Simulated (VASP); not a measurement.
Wanted: the native input for a VASP 6.6.1 run.

```
Task                   : relaxation of cell and atoms
Functional             : PW91
Potentials or basis    : VASP PAW PBE potentials, release 64 (Sn_d, O)
Cutoff                 : 600 eV
k mesh                 : 9 × 6 × 5
Occupations            : fermi-dirac, width 0.05 eV
Spin                   : no spin polarisation
Further INCAR settings : ALGO = Normal; EDIFF = 1e-06; IBRION = 2; EDIFFG = -0.01; NSW = 60; ISIF = 3
```

The structure of SnO2 lies in POSCAR:

```
SnO2
1.0
    3.0232700000      0.0000000000      0.0000000000
    0.0000000000      4.9646800000      0.0000000000
    0.0000000000      0.0000000000      5.9769600000
Sn O
1 2
Direct
    0.5000000000      0.5000000000      0.0000000000
    0.0000000000      0.5000000000      0.7757200000
    0.0000000000      0.5000000000      0.2242800000
```

The cell was built by a generator and needn't be a form met in nature.

The input as run:

INCAR

```
SYSTEM = SnO2
PREC     = Accurate       ! precision mode
ENCUT    = 600            ! plane-wave cutoff, eV
EDIFF    = 1E-6           ! SCF threshold, eV
ISMEAR   = -1             ! smearing method
SIGMA    = 0.05           ! smearing width, eV
LREAL    = .False.        ! projectors in reciprocal space
LASPH    = .True.         ! aspherical terms in the spheres
NELM     = 80             ! most SCF steps
ALGO     = Normal         ! electronic algorithm
ISIF     = 3              ! what is computed and relaxed
LWAVE    = .False.        ! write WAVECAR
LCHARG   = .False.        ! write CHGCAR
GGA      = 91             ! functional
IBRION   = 2              ! ionic algorithm
NSW      = 60             ! ionic steps
EDIFFG   = -0.01          ! ionic threshold
```

KPOINTS

```
Automatic mesh
0
Gamma
  9 6 5
  0 0 0
```

Potentials or basis: VASP PAW PBE potentials, release 64 (Sn_d, O).

The run is started by

```bash
$ cat potpaw_PBE.64/Sn_d/POTCAR potpaw_PBE.64/O/POTCAR > POTCAR
$ mpirun -np 1 vasp_std > vasp.out
```

Results of the run:

```json
{"Relaxed volume": "36.65 Å³/atom", "Relaxed cell": "a = 3.035 Å, b = 5.666 Å, c = 6.394 Å, α = 90.00°, β = 90.00°, γ = 90.00°", "Space group after relaxing (to 0.05 Å)": "Pmmm (No. 47)", "Energy gained by relaxing": "9.3 meV/atom", "Ionic steps": "30", "Pressure after relaxing": "0.0 GPa", "Largest force after relaxing": "0.009 eV/Å", "Band gap on the k mesh": "1.60 eV, indirect (least direct gap 2.07 eV)"}
```

Caveat: the volume moved by over 15 % at a fixed basis, so the end points are rough; the PAW data sets were made with another functional, which shifts forces and pressure a little; spin-orbit coupling is left out, which moves the levels of the heavy elements; an odd mesh through Γ misses points on the zone boundary, where band edges often lie.

Wall time 11 min on 1 thread of Intel(R) Xeon(R) 6975P-C (Granite Rapids), with other jobs on the host, peak memory 0.27 GiB.
